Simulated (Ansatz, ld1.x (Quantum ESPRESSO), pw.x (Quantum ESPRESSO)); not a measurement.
**Tl: one change to the RRKJ potential, in the atom and in the fcc crystal**

| Property | Result |
| --- | --- |
| Element | thallium (Tl) |
| Generator | ld1.x (Quantum ESPRESSO) 7.5 |
| Type | norm-conserving RRKJ (Kleinman–Bylander form) |
| Functional | LDA (PW92) |
| Relativity | scalar-relativistic |
| Frozen core | [Xe] 4f14 |
| Valence charge | 13 |
| Reference configuration | 5d10 6s2 6p0.5 (charge +0.5) |
| Partial waves | 6p (bound): rc 2.20 bohr; 5d (bound): rc 2.20 bohr; 6s (bound): rc 1.85 bohr |
| Local potential | the s channel |
| Core correction | none |
| rho0 | 0.02 |

Change: all radii scaled by about 0.94 (s 1.74, p 2.06, d 2.06 bohr).

Cutoffs, loose and tight: the cutoffs (Ry, on a coarse ladder) from which the occupation-weighted sum of valence levels, in a spherical-Bessel basis at the reference potential, stays within 10 and 1 mRy of its value at 400 Ry. They do not see the model core or the augmentation charge, which bear on the density cutoff. Test errors are all-electron minus pseudo excitation energies from the reference, over the configurations 5d10 6s2 6p1; 5d10 6s2 6p0; 5d10 6s1 6p0; 5d10 6s0 6p0; 5d10 6s1 6p1; 5d9 6s2 6p1; 5d10 6s2 6p1.3 (two spin-polarised tests are not counted in the largest error); variants that change the core or the reference have their own tests.

Crystal test: fcc Tl in pw.x 7.5, no spin, 12³ k-points, Fermi–Dirac smearing 0.01 Ry, cutoffs set for each file from its atomic test. The reference is all-electron LAPW (Ansatz 0.2.0) with the same functional, mesh and smearing; V0 and B0 come from Birch–Murnaghan fits to the pressures at five volumes. Errors are pseudo minus all-electron; Δ is the rms difference of the E(V) curves that follow from these fits, minima aligned, over ±6 % about the mean V0. Mesh and smearing are coarse, so the numbers serve the comparison and aren't converged zero-temperature values; the lattice is a test structure that the element need not adopt.

All-electron: a0 = 4.771 Å (V0 = 27.16 Å³/atom), B0 = 43.0 GPa.

Problem. Does the change bring the crystal closer to the all-electron result?

Solution. The mean pressure error goes from +0.52 to +0.33 GPa, so the change moves the solid closer to the all-electron pressures. At 80 % of its cutoff the pressure of the base moves by -0.54 GPa.

```csv
quantity,base,changed
outcome (atom),generated,generated
"cutoff, loose (atom)",40 Ry,40 Ry
"cutoff, tight (atom)",50 Ry,70 Ry
bound ghosts (atom),none,none
largest test error (meV) (atom),-43,-41
cutoffs in pw.x (Ry),60/240,85/340
a0 (Å),4.790,4.783
a0 error (%),+0.39,+0.25
B0 error (%),-0.6,+0.3
Δ (meV/atom),3.0,2.0
mean pressure error (GPa),+0.52,+0.33
```
